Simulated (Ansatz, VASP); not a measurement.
## As in VASP and in Ansatz

```
As
1.0
     1.89093    1.09173    3.36803
    -1.89093    1.09173    3.36803
     0.00000   -2.18345    3.36803
As
2
Direct
  0.76988 0.76988 0.76988
  0.23012 0.23012 0.23012
```

Alike in both runs: functional PBEsol; k mesh 11 × 11 × 11; occupations fermi-dirac, width 0.05 eV; no spin polarisation.

Ansatz relaxed the structure, and its values are those at the end. VASP's run is a single point on that final structure, the one shown.

|  | VASP | Ansatz |
| --- | --- | --- |
| version | VASP 6.6.1 | Ansatz 0.2.0 |
| potentials or method | VASP PAW PBE potentials, release 64 (As) | PAW with Ansatz's default frozen-core files, scalar-relativistic |
| plane-wave cutoff (eV) | 520 | 420 |
| valence electrons in the cell | 10 | 30 |

|  | VASP | Ansatz | Ansatz less VASP |
| --- | --- | --- | --- |
| pressure (GPa) | 0.4 | 0.0 | -0.39 |
| rms of the force components (eV/Å) | 0.034 | 0.001 | -0.0334 |

With one functional, cell and mesh, what is left measures potentials, basis and numerics. The two sets of potentials don't hold the same shells in valence.

Caveats: the PAW data sets were made with another functional, which shifts forces and pressure a little (VASP).
